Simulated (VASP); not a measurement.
# Ag (Fm-3m) in VASP: settings compared

One crystal, Ag, is run at these levels: PBEsol, RPBE; tasks: relaxation of cell and atoms.

Everything below comes from runs of VASP 6.6.1. Logs are shortened: lines on timing, memory, paths and dates and some standing lists are left out, and cuts for length are marked.

## Step 1: Starting point

It takes space group Fm-3m (No. 225, cubic). Conventional cell: a = 4.135 Å, b = 4.135 Å, c = 4.135 Å, α = 90.00°, β = 90.00°, γ = 90.00°. Ag (site symmetry m-3m) is surrounded by 12 Ag at 2.92 Å.

## Step 2: Relaxation of cell and atoms, PBEsol

INCAR

```
SYSTEM = Ag
ALGO = Normal
EDIFF = 1E-7
EDIFFG = -0.005
ENCUT = 480
GGA = PS
IBRION = 2
ISIF = 3
ISMEAR = 0
LASPH = .TRUE.
LCHARG = .FALSE.
LREAL = .FALSE.
LWAVE = .FALSE.
NELM = 100
NSW = 90
PREC = Accurate
SIGMA = 0.1
```

KPOINTS

```
k-points
0
G
  18 18 18
  0 0 0
```

POSCAR

```
Ag
1.0
    0.0000000000      2.0675000000      2.0675000000
    2.0675000000      0.0000000000      2.0675000000
    2.0675000000      2.0675000000      0.0000000000
Ag
1
Direct
    0.0000000000      0.0000000000      0.0000000000
```

Potentials or basis: VASP PAW PBE potentials, release 64 (Ag).

On the command line:

```
> cat potpaw_PBE.64/Ag/POTCAR > POTCAR
> mpirun -np 1 vasp_std > vasp.out
```

OUTCAR:

```text
SYSTEM = Ag
   EDIFF = 1E-7
   EDIFFG = -0.005
   ENCUT = 480
   GGA = PS
   IBRION = 2
   ISIF = 3
   ISMEAR = 0
   LASPH = .TRUE.
   LREAL = .FALSE.
   NELM = 100
   NSW = 90
   PREC = Accurate

 ion  position               nearest neighbor table
   1  0.000  0.000  0.000-

  LATTYP: Found a face centered cubic cell.
 ALAT       =     4.1350000000

  Lattice vectors:

 A1 = (   0.0000000000,   2.0675000000,   2.0675000000)
 A2 = (   2.0675000000,   0.0000000000,   2.0675000000)
 A3 = (   2.0675000000,   2.0675000000,   0.0000000000)

Analysis of symmetry for initial positions (statically):
=====================================================================
 Subroutine PRICEL returns:
 Original cell was already a primitive cell.

 Routine SETGRP: Setting up the symmetry group for a
 face centered cubic supercell.

 Subroutine GETGRP returns: Found 48 space group operations
 (whereof 48 operations were pure point group operations)
 out of a pool of 48 trial point group operations.

The static configuration has the point symmetry O_h .

Analysis of symmetry for dynamics (positions and initial velocities):
=====================================================================
 Subroutine PRICEL returns:
 Original cell was already a primitive cell.

 Routine SETGRP: Setting up the symmetry group for a
 face centered cubic supercell.

 Subroutine GETGRP returns: Found 48 space group operations
 (whereof 48 operations were pure point group operations)
 out of a pool of 48 trial point group operations.

The dynamic configuration has the point symmetry O_h .

 Subroutine INISYM returns: Found 48 space group operations
 (whereof 48 operations are pure point group operations),
 and found     1 'primitive' translations

----------------------------------------------------------------------------------------

                                     Primitive cell

  volume of cell :      17.6753

  direct lattice vectors                    reciprocal lattice vectors
     0.000000000  2.067500000  2.067500000    -0.241837969  0.241837969  0.241837969
     2.067500000  0.000000000  2.067500000     0.241837969 -0.241837969  0.241837969
     2.067500000  2.067500000  0.000000000     0.241837969  0.241837969 -0.241837969

  length of vectors
     2.923886540  2.923886540  2.923886540     0.418875649  0.418875649  0.418875649

  position of ions in fractional coordinates (direct lattice)
     0.000000000  0.000000000  0.000000000

  ion indices of the primitive-cell ions
   primitive index   ion index
                 1           1

----------------------------------------------------------------------------------------

 KPOINTS: k-points

Automatic generation of k-mesh.
 Grid dimensions read from file:
 generate k-points for:   18   18   18

 Generating k-lattice:

  Cartesian coordinates                     Fractional coordinates (reciprocal lattice)
    -0.013435443  0.013435443  0.013435443     0.055555556  0.000000000  0.000000000
     0.013435443 -0.013435443  0.013435443     0.000000000  0.055555556  0.000000000
     0.013435443  0.013435443 -0.013435443     0.000000000  0.000000000  0.055555556

  Length of vectors
     0.023270869  0.023270869  0.023270869

  Shift w.r.t. Gamma in fractional coordinates (k-lattice)
     0.000000000  0.000000000  0.000000000

 Subroutine IBZKPT returns following result:
 ===========================================

 Found    195 irreducible k-points:

 Following reciprocal coordinates:
            Coordinates               Weight
  0.000000  0.000000  0.000000      1.000000
  0.055556  0.000000  0.000000      8.000000
  0.111111  0.000000  0.000000      8.000000
  0.166667  0.000000  0.000000      8.000000
  0.222222  0.000000  0.000000      8.000000
  0.277778  0.000000  0.000000      8.000000
[... 16 lines left out ...]
 -0.277778  0.055556  0.000000     24.000000
 -0.222222  0.055556  0.000000     24.000000
 [... further k-points ...]
   k-points           NKPTS =    195   k-points in BZ     NKDIM =    195   number of bands    NBANDS=      9
   number of dos      NEDOS =    301   number of ions     NIONS =      1
   total plane-waves  NPLWV =  13824
   dimension x,y,z NGX =    24 NGY =   24 NGZ =   24
   dimension x,y,z NGXF=    48 NGYF=   48 NGZF=   48
   ions per type =               1
   NGX,Y,Z   is equivalent  to a cutoff of  13.65, 13.65, 13.65 a.u.
   NGXF,Y,Z  is equivalent  to a cutoff of  27.29, 27.29, 27.29 a.u.
 SYSTEM =  Ag
   PREC   = accura    normal or accurate (medium, high low for compatibility)
   ISTART =      0    job   : 0-new  1-cont  2-samecut
   ICHARG =      2    charge: 1-file 2-atom 10-const
   ISPIN  =      1    spin polarized calculation?
   LNONCOLLINEAR =      F non collinear calculations
   LSORBIT =      F    spin-orbit coupling
   LASPH  =      T    aspherical Exc in radial PAW
   ENCUT  =  480.0 eV  35.28 Ry    5.94 a.u.   5.22  5.22  5.22*2*pi/ulx,y,z
   NELM   =    100;   NELMIN=  2; NELMDL= -5     # of ELM steps
   EDIFF  = 0.1E-06   stopping-criterion for ELM
   LREAL  =      F    real-space projection
   EDIFFG = -.5E-02   stopping-criterion for IOM
   NSW    =     90    number of steps for IOM
   IBRION =      2    ionic relax: 0-MD 1-quasi-New 2-CG
   NFREE  =      1    steps in history (QN), initial steepest desc. (CG)
   ISIF   =      3    stress and relaxation
   ISYM   =      2    0-nonsym 1-usesym 2-fastsym
   POTIM  = 0.5000    time-step for ionic-motion
   TEBEG  =    0.0;   TEEND  =   0.0 temperature during run
   PSTRESS=    0.0 pullay stress
   NELECT =      11.0000    total number of electrons
   NUPDOWN=      -1.0000    fix difference up-down
   EMIN   =  10.00;   EMAX   =-10.00  energy-range for DOS
   EFERMI =   0.00;   METHOD = LEGACY
   ISMEAR =     0;   SIGMA  =   0.10  broadening in eV -4-tet -1-fermi 0-gaus
   EFERMI_NEDOS =   21; number of points for ismear=-14 and -15
   IALGO  =     38    algorithm
   IMIX   =      4    mixing-type and parameters
     AMIX     =   0.40;   BMIX     =  1.00
     AMIX_MAG =   1.60;   BMIX_MAG =  1.00
  volume/ion in A,a.u.               =      17.68       119.28
  Fermi-wavevector in a.u.,A,eV,Ry     =   1.397709  2.641288 26.580226  1.953591
  Thomas-Fermi vector in A             =   2.520939
   LORBIT       =      0    0 simple, 1 ext, 2 COOP (PROOUT), +10 PAW based schemes
   GGA     = PS    functional components
   LHFCALC =     F    Hartree Fock is set to
   AEXX    =    0.0000 exact exchange contribution
   IVDW    =     0    specifies the selected vdW correction
   LEPSILON=     F    determine dielectric tensor
   LRPA    =     F    only Hartree local field effects (RPA)
 conjugate gradient relaxation of ions
 non-spin polarized calculation
 Gauss-broadening in eV      SIGMA  =   0.10
  energy-cutoff  :      480.00
  volume of cell :       17.68
 maximum number of plane-waves:       444
 NGX is ok and might be reduce to    24
   NGX = 11   NGY = 11   NGZ = 11

--------------------------------------- Ionic step        1  -------------------------------------------

 number of electron      10.9999999 magnetization

 Free energy of the ion-electron system (eV)
  ---------------------------------------------------
  ext. energy  EPLUGINS =         0.00000000
  ---------------------------------------------------
  free energy    TOTEN  =        -3.29133585 eV

  energy without entropy =       -3.29030108  energy(sigma->0) =       -3.29081846

------------------------ aborting loop because EDIFF is reached ----------------------------------------

  FORCE on cell =-STRESS in cart. coord.  units (eV):
  Direction    XX          YY          ZZ          XY          YZ          ZX
  --------------------------------------------------------------------------------------
  -------------------------------------------------------------------------------------
  Total       -0.6658270     -0.6658270     -0.6658270      0.0000000      0.0000000      0.0000000
  in kB      -60.3539104    -60.3539104    -60.3539104      0.0000000      0.0000000      0.0000000
  external PRESSURE =     -60.3539104 kB  Pullay stress =       0.0000000 kB
[... 55 lines left out ...]
  energy  without entropy=       -3.3023271482  energy(sigma->0) =       -3.30280758

--------------------------------------- Ionic step        3  -------------------------------------------

 number of electron      11.0000001 magnetization

 Free energy of the ion-electron system (eV)
  ---------------------------------------------------
  ext. energy  EPLUGINS =         0.00000000
  ---------------------------------------------------
  free energy    TOTEN  =        -3.31229928 eV

  energy without entropy =       -3.31133017  energy(sigma->0) =       -3.31181472

 E-fermi :   8.5267     XC(G=0): -12.5582

 val. band max:        8.4825875556   @ k =   0.5000   0.1667   0.0556
 cond. band min:       8.6741569945   @ k =   0.5000   0.3333   0.1111
 fundamental gap:      0.1915694390
 Fermi energy:         8.5266519003

 k-point     1 :       0.0000    0.0000    0.0000
  band No.  band energies     occupation
      1       0.5622      2.00000
      2       3.7159      2.00000
      3       3.7159      2.00000
      4       3.7159      2.00000
      5       4.8090      2.00000
      6       4.8090      2.00000
      7      24.6113      0.00000
      8      28.3286      0.00000
      9      28.3286      0.00000
[... 265 lines left out ...]
 k-point    24 :      -0.2222    0.0556    0.0000
  band No.  band energies     occupation
      1       2.0256      2.00000
      2       3.6987      2.00000
      3       3.9730      2.00000
      4       3.9823      2.00000
      5       4.7551      2.00000
      6       5.1348      2.00000
      7      20.2921      0.00000
      8      24.9113      0.00000
      9      27.4181      0.00000

 [... further k-points ...]
[... 5 lines left out ...]
  --------------------------------------------------------------------------------------
  -------------------------------------------------------------------------------------
  Total       -0.0019339     -0.0019339     -0.0019339     -0.0000000      0.0000000      0.0000000
  in kB       -0.1862076     -0.1862076     -0.1862076     -0.0000000      0.0000000      0.0000000
  external PRESSURE =      -0.1862076 kB  Pullay stress =       0.0000000 kB
[... 16 lines left out ...]
  FREE ENERGIE OF THE ION-ELECTRON SYSTEM (eV)
  ---------------------------------------------------
  free  energy   TOTEN  =        -3.3122992762 eV

  energy  without entropy=       -3.3113301706  energy(sigma->0) =       -3.31181472

 reached required accuracy - stopping structural energy minimisation
```

Run time: 30 s. Hardware: 1 thread of AMD EPYC 9R45 (Zen 5), shared host; peak memory 0.14 GiB.

Results:

* Free energy: -3.3123 eV
* Relaxed volume: 16.64 Å³/atom
* Relaxed cell: a = 2.866 Å, b = 2.866 Å, c = 2.866 Å, α = 60.00°, β = 60.00°, γ = 60.00°
* Space group after relaxing (to 0.05 Å): Fm-3m (No. 225)
* Energy gained by relaxing: 21.0 meV/atom
* Ionic steps: 3
* Pressure after relaxing: 0.0 GPa
* Band gap on the k mesh: none (metal or under the smearing width)

The path:
```tsv
step	energy change (eV)	largest force (eV/Å)	pressure (GPa)	volume (Å³)
1	0.0000	0.0000	-6.04	17.68
2	-0.0120	0.0000	4.94	16.03
3	-0.0210	0.0000	-0.02	16.64
```

Final structure:
```cif
data_structure
_symmetry_space_group_name_H-M 'P 1'
_symmetry_Int_Tables_number 1
_cell_length_a 2.8656
_cell_length_b 2.8656
_cell_length_c 2.8656
_cell_angle_alpha 60.000
_cell_angle_beta 60.000
_cell_angle_gamma 60.000
_cell_volume 16.64
loop_
_atom_site_label
_atom_site_type_symbol
_atom_site_fract_x
_atom_site_fract_y
_atom_site_fract_z
_atom_site_occupancy
Ag1 Ag 0.00000 0.00000 0.00000 1
```

Caveat: the PAW data sets were made with another functional, which shifts forces and pressure a little.

## Step 3: Relaxation of cell and atoms, RPBE

INCAR, as its differences from that of step 2:

```diff
@@ -4,4 +4,4 @@
 EDIFFG = -0.005
-ENCUT = 480
-GGA = PS
+ENCUT = 600
+GGA = RP
 IBRION = 2
```

KPOINTS is that of step 2.

POSCAR is that of step 2.

Potentials or basis: VASP PAW PBE potentials, release 64 (Ag).

On the command line:

```
> cat potpaw_PBE.64/Ag/POTCAR > POTCAR
> mpirun -np 1 vasp_std > vasp.out
```

OUTCAR:

```text
SYSTEM = Ag
   EDIFF = 1E-7
   EDIFFG = -0.005
   ENCUT = 600
   GGA = RP
   IBRION = 2
   ISIF = 3
   ISMEAR = 0
   LASPH = .TRUE.
   LREAL = .FALSE.
   NELM = 100
   NSW = 90
   PREC = Accurate

 ion  position               nearest neighbor table
   1  0.000  0.000  0.000-

  LATTYP: Found a face centered cubic cell.
 ALAT       =     4.1350000000

  Lattice vectors:

 A1 = (   0.0000000000,   2.0675000000,   2.0675000000)
 A2 = (   2.0675000000,   0.0000000000,   2.0675000000)
 A3 = (   2.0675000000,   2.0675000000,   0.0000000000)

Analysis of symmetry for initial positions (statically):
=====================================================================
 Subroutine PRICEL returns:
 Original cell was already a primitive cell.

 Routine SETGRP: Setting up the symmetry group for a
 face centered cubic supercell.

 Subroutine GETGRP returns: Found 48 space group operations
 (whereof 48 operations were pure point group operations)
 out of a pool of 48 trial point group operations.

The static configuration has the point symmetry O_h .

[... 167 lines left out ...]
  -------------------------------------------------------------------------------------
  Total        0.5119337      0.5119337      0.5119337     -0.0000000     -0.0000000      0.0000000
  in kB       46.4042462     46.4042462     46.4042462     -0.0000000     -0.0000000      0.0000000
  external PRESSURE =      46.4042462 kB  Pullay stress =       0.0000000 kB
[... 57 lines left out ...]
--------------------------------------- Ionic step        3  -------------------------------------------

 number of electron      11.0000003 magnetization

 Free energy of the ion-electron system (eV)
  ---------------------------------------------------
  ext. energy  EPLUGINS =         0.00000000
  ---------------------------------------------------
  free energy    TOTEN  =        -2.20219606 eV

  energy without entropy =       -2.20095376  energy(sigma->0) =       -2.20157491

 E-fermi :   7.3968     XC(G=0): -11.5445

 val. band max:        7.3930474682   @ k =   0.5000   0.0556   0.0000
 cond. band min:       7.4714645994   @ k =   0.5000   0.3333   0.1111
 fundamental gap:      0.0784171312
 Fermi energy:         7.3967935078

 k-point     1 :       0.0000    0.0000    0.0000
  band No.  band energies     occupation
      1       0.2959      2.00000
      2       2.8742      2.00000
      3       2.8742      2.00000
      4       2.8742      2.00000
      5       3.7494      2.00000
      6       3.7494      2.00000
      7      23.1874      0.00000
      8      26.2833      0.00000
      9      26.2833      0.00000
[... 265 lines left out ...]
 k-point    24 :      -0.2222    0.0556    0.0000
  band No.  band energies     occupation
      1       1.5903      2.00000
      2       2.9201      2.00000
      3       3.0842      2.00000
      4       3.1251      2.00000
      5       3.7150      2.00000
      6       4.0376      2.00000
      7      18.3105      0.00000
      8      23.0935      0.00000
      9      25.1957      0.00000

 [... further k-points ...]
[... 5 lines left out ...]
  --------------------------------------------------------------------------------------
  -------------------------------------------------------------------------------------
  Total        0.0025581      0.0025581      0.0025581     -0.0000000     -0.0000000     -0.0000000
  in kB        0.2198703      0.2198703      0.2198703     -0.0000000     -0.0000000     -0.0000000
  external PRESSURE =       0.2198703 kB  Pullay stress =       0.0000000 kB
[... 16 lines left out ...]
  FREE ENERGIE OF THE ION-ELECTRON SYSTEM (eV)
  ---------------------------------------------------
  free  energy   TOTEN  =        -2.2021960593 eV

  energy  without entropy=       -2.2009537627  energy(sigma->0) =       -2.20157491

 reached required accuracy - stopping structural energy minimisation
```

CONTCAR:

```text
Ag
   1.00000000000000
    -0.0000000000000000    2.1044838091603704    2.1044838091603704
     2.1044838091603704   -0.0000000000000000    2.1044838091603704
     2.1044838091603704    2.1044838091603704    0.0000000000000000
  Ag
     1
Direct
     0.0000000000000000    0.0000000000000000    0.0000000000000000

  0.00000000E+00  0.00000000E+00  0.00000000E+00
```

It took 31 s on 1 thread of AMD EPYC 9R45 (Zen 5), shared host; peak memory 0.15 GiB.

Results:

- Free energy: -2.2022 eV
- Relaxed volume: 18.64 Å³/atom
- Relaxed cell: a = 2.976 Å, b = 2.976 Å, c = 2.976 Å, α = 60.00°, β = 60.00°, γ = 60.00°
- Space group after relaxing (to 0.05 Å): Fm-3m (No. 225)
- Energy gained by relaxing: 13.1 meV/atom
- Ionic steps: 3
- Pressure after relaxing: 0.0 GPa
- Band gap on the k mesh: none (metal or under the smearing width)

Step by step:
```
step  energy change (eV)  largest force (eV/Å)  pressure (GPa)  volume (Å³)
   1              0.0000                0.0000            4.64        17.68
   2             -0.0115                0.0000           -1.38        19.02
   3             -0.0131                0.0000            0.02        18.64
```

Final structure:
```cif
data_structure
_symmetry_space_group_name_H-M 'P 1'
_symmetry_Int_Tables_number 1
_cell_length_a 2.9762
_cell_length_b 2.9762
_cell_length_c 2.9762
_cell_angle_alpha 60.000
_cell_angle_beta 60.000
_cell_angle_gamma 60.000
_cell_volume 18.64
loop_
_atom_site_label
_atom_site_type_symbol
_atom_site_fract_x
_atom_site_fract_y
_atom_site_fract_z
_atom_site_occupancy
Ag1 Ag 0.00000 0.00000 0.00000 1
```

Caveat: the PAW data sets were made with another functional, which shifts forces and pressure a little. RPBE and its kin give volumes clearly too large for solids.
